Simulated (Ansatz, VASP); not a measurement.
Two plane-wave programs on Mo

```
CELL_PARAMETERS angstrom
-1.58381 1.58381 1.58381
1.58381 -1.58381 1.58381
1.58381 1.58381 -1.58381
ATOMIC_POSITIONS crystal
Mo 0.00000 0.00000 0.00000
```

Alike in both runs: task relaxation of cell and atoms; functional LDA; k mesh 8 × 8 × 8; occupations gaussian, width 0.1 eV; no spin polarisation.

|  | VASP | Ansatz |
| --- | --- | --- |
| version | VASP 6.6.1 | Ansatz 0.2.0 |
| potentials or method | VASP PAW LDA potentials, release 64 (Mo_sv) | scalar-relativistic, plane waves, PAW |
| plane-wave cutoff (eV) | 600 | 420 |
| valence electrons in the cell | 14 | 14 |

Ansatz gave:

- gap on the k mesh at the Fermi level, each at its own relaxed structure (eV): none
- relaxed volume (Å³/atom): 15.07
- relaxed cell length with the largest relative difference (Å): 2.695
- energy change over the relaxation (meV/atom): -35

Task: What did VASP give for the same quantities?

Result: gap on the k mesh at the Fermi level, each at its own relaxed structure (eV): none; relaxed volume (Å³/atom): 15.15; relaxed cell length with the largest relative difference (Å): 2.700; energy change over the relaxation (meV/atom): -31.

A gap of «none» marks a metal or a gap that the smearing closes. Ansatz warned: «pseudo_functional_mismatch».
